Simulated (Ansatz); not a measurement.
**TiO2: the band gap up the ladder of functionals**

The task here is to estimate one member of a computed series from the others.

The runs shown are made with Ansatz 0.2.0. PAW datasets, plane waves. Simulation only: spin-unpolarised, and no claim that this is the phase found in nature.

## The structure to begin with

The cell was relaxed beforehand with r2SCAN.

Space group P4_2/nmc (No. 137), tetragonal; conventional cell a = 3.367 Å, c = 5.205 Å, 9.84 Å³ an atom. Around Ti lie 4 O at 1.88 Å; around O lie 2 Ti at 1.88 Å.

The structure in full:

Space group P4_2/nmc:1 (No. 137). a = 3.367 Å, b = 3.367 Å, c = 5.205 Å, α = 90.00°, β = 90.00°, γ = 90.00°
```tsv
atom	site	symmetry	x	y	z
Ti	2a	-4m2	0.5000	0.5000	0.5000
O	4d	2mm.	0.0000	0.5000	0.6626
```

Set-up of the first run:

Input file input.yaml:

```yaml
crystal:
  lattice:
    - [3.3671529609, 0.0, 0.0]
    - [0.0, 3.3671529609, 0.0]
    - [0.0, 0.0, 5.2051742126]
  atoms:
    - { symbol: Ti, position: [0.5, 0.5, 0.5] }
    - { symbol: Ti, position: [0.0, 0.0, 0.0] }
    - { symbol: O, position: [0.0, 0.5, 0.6626422325] }
    - { symbol: O, position: [0.5, 0.0, 0.8373577675] }
    - { symbol: O, position: [0.5, 0.0, 0.3373577675] }
    - { symbol: O, position: [0.0, 0.5, 0.1626422325] }
kpoints:
  mp_grid: { grid: [8, 8, 6] }
  band_path:
    path:
      - [[0.0, 0.0, 0.0], [-2.256110977369e-51, 0.5, 0.0], [0.5, 0.5, 0.0], [0.0, 0.0, 0.0], [0.0, 0.0, 0.5], [-2.256110977369e-51, 0.5, 0.5], [0.5, 0.5, 0.5], [0.0, 0.0, 0.5]]
      - [[-2.256110977369e-51, 0.5, 0.0], [-2.256110977369e-51, 0.5, 0.5]]
      - [[0.5, 0.5, 0.0], [0.5, 0.5, 0.5]]
    npoints: 10
hamiltonian:
  xc: pbe
scf:
  occupations: { method: fermi_dirac, width: 0.02 }
  n_extra_bands: 5
output:
  forces: true
  stress: true
  eigenvalues: true
```

Command:

```console
$ ansatz run input.yaml --threads 2 --pin off --max-ram 20275MiB --backend cpu --events-out ev --progress --plain --runs-dir out
```

Steps of the session up to this table: PBE bands along the symmetry lines; Single point with r2SCAN; Single point with HSE06; PBE0.

One table of the session follows, with a row left open; its other results are not shown here.

| level | gap (eV) |
| --- | --- |
| PBE | 2.54 |
| r2SCAN | ? |
| HSE06 | 4.06 |
| PBE0 | 4.81 |

Estimate the missing values for r2SCAN.

**Answer.** gap (eV): 2.94. In the column «gap (eV)» it lies between PBE (2.54) and HSE06 (4.06).

Meshes: PBE 8×8×6, r2SCAN 8×8×6, HSE06 4×4×4, PBE0 4×4×4

What this shows: The gap runs from 2.54 eV (PBE) to 4.81 eV (PBE0). PBE reaches 62 % of the HSE06 value, and r2SCAN 72 %. PBE0 lies 0.75 eV above HSE06, which differs from it by screening the long-range exchange.

Caveats from the session: Warnings in the runs' records: stress scf threshold loose, stress exchange threshold loose.
